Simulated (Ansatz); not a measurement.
**C: energy against volume in PBE, exact exchange and the RPA**

One table from this session's results is given with a row withheld; the runs are named, their logs left out.

Program: Ansatz 0.2.0. PBE orbitals, norm-conserving pseudopotentials, plane waves. The values are computed, spin-unpolarised, and not measurements.

## The cell

The cell was relaxed beforehand with r2SCAN; volume changes: +0 %, -5 %, +5 %, -10 %, +10 %.

The symmetry is Fd-3m (No. 227, cubic); a = 3.560 Å in the conventional setting, 5.64 Å³ an atom. C has 4 C at 1.54 Å.

Coordinates:

```
C
1.0
     0.00000    1.78012    1.78012
     1.78012    0.00000    1.78012
     1.78012    1.78012    0.00000
C
2
Direct
  0.00000 0.00000 0.00000
  0.25000 0.25000 0.25000
```

The first run:

input.yaml

```yaml
crystal:
  lattice:
    - [0.0, 1.780124332, 1.780124332]
    - [1.780124332, 0.0, 1.780124332]
    - [1.780124332, 1.780124332, 0.0]
  atoms:
    - { symbol: C, position: [0.0, 0.0, 0.0] }
    - { symbol: C, position: [0.25, 0.25, 0.25] }
kpoints:
  mp_grid: { grid: [8, 8, 8] }
hamiltonian:
  xc: pbe
  pseudopotentials: { kind: nc }
scf:
  occupations: { method: fixed }
output:
  rpa_energy:
    ecut_chi_ladder: [317, 355, 394, 437, 480]
    long_wavelength: optical_limit
basis:
  ecutwfc: 1115.666836
```

Among the steps run: The unscaled cell; Volume -5 %; Volume +5 %; Volume -10 %; Volume +10 %.

One of the session's tables, all rows but one given; the rest of the session is left out.

It belongs to the step «The three curves». Energies in meV/atom from the unscaled cell:

```
volume (Å³/atom)    PBE  exact exchange  EXX+RPA  RPA correlation
           5.077  107.6            76.9    107.1             30.1
           5.359      ?               ?        ?                ?
           5.641    0.0             0.0      0.0              0.0
           5.923   11.0            31.2     11.3            -19.9
           6.205   53.4            96.7     54.2            -42.5
```

Q: Estimate the row for volume (Å³/atom) = 5.359 from the others.

Worked estimate for «PBE». A straight line through the neighbours (5.077, 107.6) and (5.641, 0.0) gives 107.6 + (0.0 − 107.6) × (5.359 − 5.077) / (5.641 − 5.077) = 53.8; a parabola fitted to 3 rows on both sides gives 32.2.

**Answer.** PBE: 28.7; exact exchange: 11.6; EXX+RPA: 28.4; RPA correlation: 16.8. In «PBE» the line misses by +25.1 and the parabola by +3.5.
